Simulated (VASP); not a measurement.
**CdTe (zincblende): one r²SCAN relaxation of cell and atoms in two programs**

Start cell

```
Cd Te
1.0
     0.00000    3.31040    3.31040
     3.31040    0.00000    3.31040
     3.31040    3.31040    0.00000
Cd Te
1 1
Direct
  0.00000 0.00000 0.00000
  0.25000 0.25000 0.25000
```

Datasets and cutoffs are each program's own. VASP's cell holds 18 valence electrons and Ansatz's 36.

Cutoffs: 600 eV in VASP, 500 eV in Ansatz. k meshes: 6×6×6 and 6×6×6.

|  | VASP | Ansatz |
| --- | --- | --- |
| relaxed cell vector lengths | 4.640, 4.640, 4.640 Å | 4.639, 4.639, 4.639 Å |
| relaxed cell volume | 70.62 Å³ | 70.57 Å³ |
